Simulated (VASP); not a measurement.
# Ge (Fd-3m) in VASP: a series of runs, part 2 of 3

VASP 6.6.1. Earlier steps stand in the parts before.

### 3 Phonons, LDA

Contents of POSCAR:

```
Ge
1.0
    0.0000000000      2.8290000000      2.8290000000
    2.8290000000      0.0000000000      2.8290000000
    2.8290000000      2.8290000000      0.0000000000
Ge
2
Direct
    0.0000000000      0.0000000000      0.0000000000
    0.2500000000      0.2500000000      0.2500000000
```

Contents of INCAR.step1:

```
PREC = Accurate
ENCUT = 600
EDIFF = 1E-8
ISMEAR = -1
SIGMA = 0.03
LREAL = F
LASPH = T
NELM = 60
ALGO = Fast
ISIF = 3
LWAVE = F
LCHARG = F
NELECT = 27.81208
IBRION = 2
NSW = 40
EDIFFG = -0.002
```

Contents of INCAR.step2:

```
PREC = Accurate
ENCUT = 600
EDIFF = 1E-8
ISMEAR = -1
SIGMA = 0.03
LREAL = F
LASPH = T
NELM = 60
ALGO = Fast
ISIF = 2
LWAVE = F
LCHARG = F
NELECT = 27.81208
IBRION = 8
NSW = 1
```

Contents of KPOINTS:

```
regular mesh
0
Gamma
  14 14 14
```

Potentials or basis: VASP PAW LDA potentials, release 64 (Ge_d).

Launch:

```
cat potpaw_LDA.64/Ge_d/POTCAR > POTCAR
cp INCAR.step1 INCAR
mpirun -np 1 vasp_std > vasp.out
cp CONTCAR POSCAR
cp INCAR.step2 INCAR
mpirun -np 1 vasp_std > vasp.out
```

OUTCAR:

```text
PREC = Accurate
   ENCUT = 600
   EDIFF = 1E-8
   ISMEAR = -1
   LREAL = F
   LASPH = T
   NELM = 60
   ISIF = 2
   NELECT = 27.81208
   IBRION = 8
   NSW = 1

 ion  position               nearest neighbor table
   1  0.000  0.000  0.000-   2 2.37   2 2.37   2 2.37   2 2.37
   2  0.250  0.250  0.250-   1 2.37   1 2.37   1 2.37   1 2.37

  LATTYP: Found a face centered cubic cell.
 ALAT       =     5.4681439262

  Lattice vectors:

 A1 = (   0.0000000000,   2.7340719631,   2.7340719631)
 A2 = (   2.7340719631,   0.0000000000,   2.7340719631)
 A3 = (   2.7340719631,   2.7340719631,   0.0000000000)

Analysis of symmetry for initial positions (statically):
=====================================================================
 Subroutine PRICEL returns:
 Original cell was already a primitive cell.

 Routine SETGRP: Setting up the symmetry group for a
 face centered cubic supercell.

 Subroutine GETGRP returns: Found 48 space group operations
 (whereof 24 operations were pure point group operations)
 out of a pool of 48 trial point group operations.

The static configuration has the point symmetry T_d .
 The point group associated with its full space group is O_h .

Analysis of symmetry for dynamics (positions and initial velocities):
=====================================================================
 Subroutine PRICEL returns:
 Original cell was already a primitive cell.

 Routine SETGRP: Setting up the symmetry group for a
 face centered cubic supercell.

 Subroutine GETGRP returns: Found 48 space group operations
 (whereof 24 operations were pure point group operations)
 out of a pool of 48 trial point group operations.

The dynamic configuration has the point symmetry T_d .
 The point group associated with its full space group is O_h .

 Subroutine INISYM returns: Found 48 space group operations
 (whereof 24 operations are pure point group operations),
 and found     1 'primitive' translations

----------------------------------------------------------------------------------------

                                     Primitive cell

  volume of cell :      40.8752

  direct lattice vectors                    reciprocal lattice vectors
     0.000000000  2.734071963  2.734071963    -0.182877410  0.182877410  0.182877410
     2.734071963  0.000000000  2.734071963     0.182877410 -0.182877410  0.182877410
     2.734071963  2.734071963  0.000000000     0.182877410  0.182877410 -0.182877410

  length of vectors
     3.866561651  3.866561651  3.866561651     0.316752966  0.316752966  0.316752966

  position of ions in fractional coordinates (direct lattice)
     0.000000000  0.000000000  0.000000000
[... 117 lines left out ...]

 number of electron      27.8120814 magnetization

 Free energy of the ion-electron system (eV)
  ---------------------------------------------------
  ext. energy  EPLUGINS =         0.00000000
  ---------------------------------------------------
  free energy    TOTEN  =       -11.27754912 eV

  energy without entropy =      -11.27637847  energy(sigma->0) =      -11.27696380

 E-fermi :   4.7747     XC(G=0): -10.7157

 val. band max:        4.7405139858   @ k =   0.2143   0.0714   0.0000
 cond. band min:       4.8393740968   @ k =  -0.2143   0.1429   0.0000
 fundamental gap:      0.0988601110
 Fermi energy:         4.7746569107

 k-point     1 :       0.0000    0.0000    0.0000
  band No.  band energies     occupation
      1     -19.4474      2.00000
      2     -19.4474      2.00000
      3     -19.4474      2.00000
      4     -19.4004      2.00000
      5     -19.4004      2.00000
      6     -19.1294      2.00000
[... 481 lines left out ...]
      5     -19.3323      2.00000
      6     -19.2114      2.00000
[... 10 lines left out ...]
     17      10.8653      0.00000
     18      10.9756      0.00000

 [... further k-points ...]
[... 5 lines left out ...]
  --------------------------------------------------------------------------------------
  -------------------------------------------------------------------------------------
  Total        0.0030182      0.0030182      0.0030182     -0.0000000     -0.0000000      0.0000000
  in kB        0.1183056      0.1183056      0.1183056     -0.0000000     -0.0000000      0.0000000
  external PRESSURE =       0.1183056 kB  Pullay stress =       0.0000000 kB

 VOLUME and BASIS-vectors are now :
 -----------------------------------------------------------------------------
  energy-cutoff  :      600.00
  volume of cell :       40.88
      direct lattice vectors                 reciprocal lattice vectors
     0.000000000  2.734071963  2.734071963    -0.182877410  0.182877410  0.182877410
     2.734071963  0.000000000  2.734071963     0.182877410 -0.182877410  0.182877410
     2.734071963  2.734071963  0.000000000     0.182877410  0.182877410 -0.182877410

 POSITION                                       TOTAL-FORCE (eV/Angst)
 -----------------------------------------------------------------------------------
      0.00000      0.00000      0.00000         0.000000      0.000000      0.000000
      1.36704      1.36704      1.36704        -0.000000     -0.000000     -0.000000
 -----------------------------------------------------------------------------------
    total drift:                               -0.000000      0.000000      0.000000

  FREE ENERGIE OF THE ION-ELECTRON SYSTEM (eV)
  ---------------------------------------------------
  free  energy   TOTEN  =       -11.2775491198 eV

  energy  without entropy=      -11.2763784735  energy(sigma->0) =      -11.27696380

[... ionic steps 2 to 3 ...]

--------------------------------------- Ionic step        4  -------------------------------------------

 Free energy of the ion-electron system (eV)
  ---------------------------------------------------
  ---------------------------------------------------
  free energy    TOTEN  =        -0.19570331 eV

  energy without entropy =       -0.19570331

------------------------ aborting loop because EDIFF is reached ----------------------------------------

 INTERNAL STRAIN TENSOR  FOR ION    1  DIRECTION 1   (eV/Angst):
 -----------------------------------------------------------------------------
    -0.00797  0.00000  0.00000
     0.00000  0.00476 12.49204
     0.00000 12.49204  0.00476

 INTERNAL STRAIN TENSOR FOR ION    2 for displacements in x,y,z  (eV/Angst):
          X           Y           Z          XY          YZ          ZX
  --------------------------------------------------------------------------------
  x     0.00000     0.00000     0.00000     0.00000   -12.49204     0.00000
  y     0.00000     0.00000     0.00000     0.00000     0.00000   -12.49204
  z     0.00000     0.00000     0.00000   -12.49204     0.00000     0.00000

 SECOND DERIVATIVES (NOT SYMMETRIZED)
 ------------------------------------
               1X          1Y          1Z          2X          2Y          2Z
  1X   -10.973644    0.000000    0.000000   10.973644    0.000000    0.000000
  1Y     0.000000  -10.973644    0.000000    0.000000   10.973644    0.000000
  1Z     0.000000    0.000000  -10.973644    0.000000    0.000000   10.973644
  2X    10.973644    0.000000    0.000000  -10.973644    0.000000    0.000000
  2Y     0.000000   10.973644    0.000000    0.000000  -10.973644    0.000000
  2Z     0.000000    0.000000   10.973644    0.000000    0.000000  -10.973644

 Eigenvectors and eigenvalues of the dynamical matrix
 ----------------------------------------------------

   1 f  =    8.594942 THz    54.003611 2PiTHz  286.696393 cm-1    35.545806 meV
             X         Y         Z           dx          dy          dz
      0.000000  0.000000  0.000000     0.000000   -0.707107    0.000000
      1.367036  1.367036  1.367036     0.000000    0.707107    0.000000
[... 21 lines left out ...]
   6 f  =    0.000000 THz     0.000000 2PiTHz    0.000000 cm-1     0.000000 meV
             X         Y         Z           dx          dy          dz
      0.000000  0.000000  0.000000     0.000000    0.000000    0.707107
      1.367036  1.367036  1.367036     0.000000    0.000000    0.707107

--------------------------------------------------------------------------------------------------------

 ELASTIC MODULI CONTR FROM IONIC RELAXATION (kBar)
 Direction    XX          YY          ZZ          XY          YZ          ZX
 --------------------------------------------------------------------------------
 XX           0.0000      0.0000      0.0000      0.0000      0.0000      0.0000
 YY           0.0000      0.0000      0.0000      0.0000      0.0000      0.0000
 ZZ           0.0000      0.0000      0.0000      0.0000      0.0000      0.0000
 XY           0.0000      0.0000      0.0000   -557.3994      0.0000      0.0000
 YZ           0.0000      0.0000      0.0000      0.0000   -557.3994      0.0000
 ZX           0.0000      0.0000      0.0000      0.0000      0.0000   -557.3994
 --------------------------------------------------------------------------------
```

OUTCAR.step1:

```text
PREC = Accurate
   ENCUT = 600
   EDIFF = 1E-8
   ISMEAR = -1
   LREAL = F
   LASPH = T
   NELM = 60
   ISIF = 3
   NELECT = 27.81208
[... 904 lines left out ...]
  -------------------------------------------------------------------------------------
  Total       -0.0012407     -0.0012407     -0.0012407      0.0000000      0.0000000      0.0000000
  in kB       -0.0486312     -0.0486312     -0.0486312      0.0000000      0.0000000      0.0000000
  external PRESSURE =      -0.0486312 kB  Pullay stress =       0.0000000 kB
[... 17 lines left out ...]
  FREE ENERGIE OF THE ION-ELECTRON SYSTEM (eV)
  ---------------------------------------------------
  free  energy   TOTEN  =       -11.2784984859 eV

  energy  without entropy=      -11.2773271318  energy(sigma->0) =      -11.27791281

 reached required accuracy - stopping structural energy minimisation
```

Wall time 12 min (1 thread of Intel Xeon Platinum 8488C (Sapphire Rapids), shared host); peak memory 0.76 GiB.

What came out:

```
Relaxed volume                         : 20.44 Å³/atom
Relaxed cell                           : a = 3.867 Å, b = 3.867 Å, c = 3.867 Å, α = 60.00°, β = 60.00°, γ = 60.00°
Space group after relaxing (to 0.05 Å) : Fd-3m (No. 227)
Highest phonon frequency at Γ          : 287 cm⁻¹
```

The path:
```
step  energy change (eV)  largest force (eV/Å)  pressure (GPa)  volume (Å³)
   1              0.0000                0.0000           -7.27        45.28
   2             -0.0800                0.0000            5.09        38.88
   3             -0.1101                0.0000           -0.03        40.88
   4             -0.1101                0.0000            0.17        40.80
   5             -0.1101                0.0000           -0.11        40.92
   6             -0.1101                0.0000            0.00        40.88
```

Final structure:
```
CELL_PARAMETERS angstrom
0.00000 2.73407 2.73407
2.73407 0.00000 2.73407
2.73407 2.73407 0.00000
ATOMIC_POSITIONS crystal
Ge 0.00000 0.00000 0.00000
Ge 0.25000 0.25000 0.25000
```

Phonon frequencies in cm⁻¹ (negative: imaginary):
```tsv
q point	frequencies
(0.000, 0.000, 0.000)	0 0 0 287 287 287
```

Caveat: the cell is charged against a uniform background, so pressure and absolute levels hang on convention.

### 4 Phonons, r2SCAN

POSCAR is that of step 3.

Contents of INCAR.step1:

```
SYSTEM = Ge
  PREC = Accurate
  ENCUT = 600
  EDIFF = 1E-8
  ISMEAR = -1
  SIGMA = 0.03
  LREAL = .False.
  LASPH = .True.
  NELM = 60
  ALGO = Normal
  ISIF = 3
  LWAVE = .False.
  LCHARG = .False.
  METAGGA = R2SCAN
  LMIXTAU = .True.
  IBRION = 2
  NSW = 40
  EDIFFG = -0.002
```

Contents of INCAR.step2:

```
SYSTEM = Ge
  PREC = Accurate
  ENCUT = 600
  EDIFF = 1E-8
  ISMEAR = -1
  SIGMA = 0.03
  LREAL = .False.
  LASPH = .True.
  NELM = 60
  ALGO = Normal
  ISIF = 2
  LWAVE = .False.
  LCHARG = .False.
  METAGGA = R2SCAN
  LMIXTAU = .True.
  IBRION = 6
  NFREE = 2
  POTIM = 0.015
  NSW = 1
```

Contents of KPOINTS:

```
regular mesh
0
Gamma
  14 14 14
  0 0 0
```

Potentials or basis: VASP PAW PBE potentials, release 64 (Ge_d).

Launch:

```
cat potpaw_PBE.64/Ge_d/POTCAR > POTCAR
cp INCAR.step1 INCAR
mpirun -np 1 vasp_std > vasp.out
cp CONTCAR POSCAR
cp INCAR.step2 INCAR
mpirun -np 1 vasp_std > vasp.out
```

OUTCAR:

```text
SYSTEM = Ge
   PREC = Accurate
   ENCUT = 600
   EDIFF = 1E-8
   ISMEAR = -1
   LREAL = .False.
   LASPH = .True.
   NELM = 60
   ISIF = 2
   METAGGA = R2SCAN
   IBRION = 6
   NFREE = 2
   POTIM = 0.015
   NSW = 1

 ion  position               nearest neighbor table
   1  0.000  0.000  0.000-   2 2.46   2 2.46   2 2.46   2 2.46
   2  0.250  0.250  0.250-   1 2.46   1 2.46   1 2.46   1 2.46

  LATTYP: Found a face centered cubic cell.
 ALAT       =     5.6782511070

  Lattice vectors:

 A1 = (   0.0000000000,   2.8391255535,   2.8391255535)
 A2 = (   2.8391255535,   0.0000000000,   2.8391255535)
 A3 = (   2.8391255535,   2.8391255535,   0.0000000000)

[... 777 lines left out ...]
  --------------------------------------------------------------------------------------
  -------------------------------------------------------------------------------------
  Total       -0.0029859      0.0018201      0.0018201      0.0000000     -0.1248928      0.0000000
  in kB       -0.1045198      0.0637136      0.0637136      0.0000000     -4.3718385      0.0000000
  external PRESSURE =       0.0076358 kB  Pullay stress =       0.0000000 kB
[... 17 lines left out ...]
  FREE ENERGIE OF THE ION-ELECTRON SYSTEM (eV)
  ---------------------------------------------------
  free  energy   TOTEN  =       -27.7451401669 eV

  energy  without entropy=      -27.7451337476  energy(sigma->0) =      -27.74513696

 INTERNAL STRAIN TENSORS FROM DISPLACED ATOMS
 ============================================

 INTERNAL STRAIN TENSOR FOR ION    1 for displacements in x,y,z  (eV/Angst):
          X           Y           Z          XY          YZ          ZX
  --------------------------------------------------------------------------------
  x     0.00000     0.00000     0.00000     0.00000     8.30564     0.00000
  y     0.00000     0.00000     0.00000     0.00000     0.00000     8.30564
  z     0.00000     0.00000     0.00000     8.30564     0.00000     0.00000

 INTERNAL STRAIN TENSOR FOR ION    2 for displacements in x,y,z  (eV/Angst):
          X           Y           Z          XY          YZ          ZX
  --------------------------------------------------------------------------------
  x     0.00000     0.00000     0.00000     0.00000    -8.30564     0.00000
  y     0.00000     0.00000     0.00000     0.00000     0.00000    -8.30564
  z     0.00000     0.00000     0.00000    -8.30564     0.00000     0.00000

 Eigenvectors and eigenvalues of the dynamical matrix
 ----------------------------------------------------

   1 f  =    8.855357 THz    55.639851 2PiTHz  295.382926 cm-1    36.622799 meV
             X         Y         Z           dx          dy          dz
      0.000000  0.000000  0.000000     0.000000   -0.707107    0.000000
      1.419563  1.419563  1.419563     0.000000    0.707107    0.000000
[... 21 lines left out ...]
   6 f  =    0.000000 THz     0.000000 2PiTHz    0.000000 cm-1     0.000000 meV
             X         Y         Z           dx          dy          dz
      0.000000  0.000000  0.000000     0.000000    0.000000    0.707107
      1.419563  1.419563  1.419563     0.000000    0.000000    0.707107

 ELASTIC MODULI CONTR FROM IONIC RELAXATION (kBar)
 Direction    XX          YY          ZZ          XY          YZ          ZX
 --------------------------------------------------------------------------------
 XX           0.0000      0.0000      0.0000      0.0000      0.0000      0.0000
 YY           0.0000      0.0000      0.0000      0.0000      0.0000      0.0000
 ZZ           0.0000      0.0000      0.0000      0.0000      0.0000      0.0000
 XY           0.0000      0.0000      0.0000   -207.2984     -0.0000      0.0000
 YZ           0.0000      0.0000      0.0000     -0.0000   -207.2984     -0.0000
 ZX           0.0000      0.0000      0.0000      0.0000     -0.0000   -207.2984
 --------------------------------------------------------------------------------
```

OUTCAR.step1:

```text
SYSTEM = Ge
   PREC = Accurate
   ENCUT = 600
   EDIFF = 1E-8
   ISMEAR = -1
   LREAL = .False.
   LASPH = .True.
   NELM = 60
   ISIF = 3
[... 832 lines left out ...]
  -------------------------------------------------------------------------------------
  Total        0.0000465      0.0000465      0.0000465     -0.0000000      0.0000000     -0.0000000
  in kB        0.0016273      0.0016273      0.0016273     -0.0000000      0.0000000     -0.0000000
  external PRESSURE =       0.0016273 kB  Pullay stress =       0.0000000 kB
[... 17 lines left out ...]
  FREE ENERGIE OF THE ION-ELECTRON SYSTEM (eV)
  ---------------------------------------------------
  free  energy   TOTEN  =       -27.7463610899 eV

  energy  without entropy=      -27.7463573049  energy(sigma->0) =      -27.74635920

 reached required accuracy - stopping structural energy minimisation
```

OSZICAR.step1:

```text
N       E                     dE             d eps       ncg     rms          rms(c)
DAV:   1     0.151822711031E+03    0.15182E+03   -0.17076E+04  3804   0.472E+03
DAV:   2    -0.783531048926E+01   -0.15966E+03   -0.15665E+03  3764   0.589E+02
DAV:   3    -0.297340758459E+02   -0.21899E+02   -0.21717E+02  4054   0.158E+02
[... 57 lines left out ...]
DAV:   4    -0.277463596294E+02   -0.25830E-06   -0.17053E-06  4762   0.262E-02    0.159E-03
DAV:   5    -0.277463600750E+02   -0.44558E-06   -0.57095E-07  4248   0.938E-03    0.494E-04
DAV:   6    -0.277463605879E+02   -0.51289E-06   -0.60635E-07  4288   0.941E-03    0.329E-04
DAV:   7    -0.277463609974E+02   -0.40952E-06   -0.17451E-07  3744   0.470E-03    0.112E-04
DAV:   8    -0.277463610912E+02   -0.93783E-07   -0.24796E-09  2040   0.690E-04    0.112E-05
DAV:   9    -0.277463610899E+02    0.12742E-08   -0.20587E-10  1876   0.191E-04
   4 F= -.27746361E+02 E0= -.27746359E+02  d E =-.111579E-02
```

Run time: 20 min. Hardware: 1 thread of Intel Xeon 6975P-C (Granite Rapids), shared host; peak memory 0.65 GiB.

What came out:

- Relaxed volume: 22.89 Å³/atom
- Relaxed cell: a = 4.015 Å, b = 4.015 Å, c = 4.015 Å, α = 60.00°, β = 60.00°, γ = 60.00°
- Space group after relaxing (to 0.05 Å): Fd-3m (No. 227)
- Highest phonon frequency at Γ: 295 cm⁻¹

The path:
| step | energy change (eV) | largest force (eV/Å) | pressure (GPa) | volume (Å³) |
| --- | --- | --- | --- | --- |
| 1 | 0.0000 | 0.0000 | 0.78 | 45.28 |
| 2 | -0.0008 | 0.0000 | -0.37 | 46.01 |
| 3 | -0.0011 | 0.0000 | 0.03 | 45.75 |
| 4 | -0.0011 | 0.0000 | 0.00 | 45.77 |

Final structure:
```cif
data_structure
_symmetry_space_group_name_H-M 'P 1'
_symmetry_Int_Tables_number 1
_cell_length_a 4.0151
_cell_length_b 4.0151
_cell_length_c 4.0151
_cell_angle_alpha 60.000
_cell_angle_beta 60.000
_cell_angle_gamma 60.000
_cell_volume 45.77
loop_
_atom_site_label
_atom_site_type_symbol
_atom_site_fract_x
_atom_site_fract_y
_atom_site_fract_z
_atom_site_occupancy
Ge1 Ge 0.00000 0.00000 0.00000 1
Ge2 Ge 0.25000 0.25000 0.25000 1
```

Phonon frequencies in cm⁻¹ (negative: imaginary):
| q point | frequencies |
| --- | --- |
| (0.000, 0.000, 0.000) | 0 0 0 295 295 295 |

Caveat: the PAW data sets were made with another functional, which shifts forces and pressure a little.

[end of part 2 of 3]
